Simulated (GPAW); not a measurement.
Crystal: Pd.

```
Pd
1.0
     0.00000    1.94650    1.94650
     1.94650    0.00000    1.94650
     1.94650    1.94650    0.00000
Pd
1
Direct
  0.00000 0.00000 0.00000
```

- Program: GPAW 26.7.0
- Task: relaxation of cell and atoms
- Functional: PBE
- Potentials or basis: GPAW PAW data sets (gpaw-data 1.2.1)
- Cutoff: 600 eV
- Basis: pw
- k mesh: 12 × 12 × 12
- Occupations: fermi-dirac, width 0.05 eV
- Spin: no spin polarisation

At the start: pressure 6.9 GPa; volume 14.75 Å³/atom.

Problem. How do energy, volume and symmetry change on relaxing?

Solution. Over 3 steps the energy falls by 11.2 meV/atom and the volume is 15.30 Å³/atom (+3.7 %); space group Fm-3m (No. 225, to 0.05 Å).

Step by step:
```
step  energy change (eV)  largest force (eV/Å)  pressure (GPa)  volume (Å³)
   1              0.0000                0.0000            6.91        14.75
   2             -0.0105                0.0000            1.70        15.16
   3             -0.0112                0.0000            0.10        15.30
```

Final structure:
```
Pd
1.0
     0.00000    1.97033    1.97033
     1.97033    0.00000    1.97033
     1.97033    1.97033    0.00000
Pd
1
Direct
  0.00000 0.00000 0.00000
```

Caveat: later steps reuse the first step's grids.
